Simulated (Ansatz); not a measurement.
Space group P-3m1 (No. 164). a = 3.761 Å, b = 3.761 Å, c = 4.863 Å, α = 90.00°, β = 90.00°, γ = 120.00°
```json
{"atom": "Pt", "site": "1a", "symmetry": "-3m.", "x": "0.0000", "y": "0.0000", "z": "0.0000"}
{"atom": "Se", "site": "2d", "symmetry": "3m.", "x": "0.3333", "y": "0.6667", "z": "0.2607"}
```

Equation of state of this PtSe2 structure (not necessarily the ground state), with shape and atoms relaxed at each volume where symmetry leaves them free. It has no gap at any of these volumes. All numbers below come from DFT PBEsol, scalar-relativistic, plane waves, PAW in Ansatz 0.2.0.

Plane waves to 420 eV, a k mesh through Γ of 12×12×8 on the computed 3-atom cell and Gaussian smearing (0.10 eV); no spin polarisation.

```tsv
V (Å³/atom)	E − E(largest V) (meV/atom)	P (GPa)
18.664	7.08	4.28
19.260	-4.01	1.71
19.856	-6.98	-0.02
20.451	-4.72	-1.12
21.047	0.00	-1.56
```

Fit a third-order Birch–Murnaghan equation to E(V).

V0 = 19.84 Å³/atom, B0 = 45 GPa, B0' = 17.4. B0' is unusual or poorly fixed by this range.

Spin-orbit coupling is left out, which matters for the bands of heavy elements.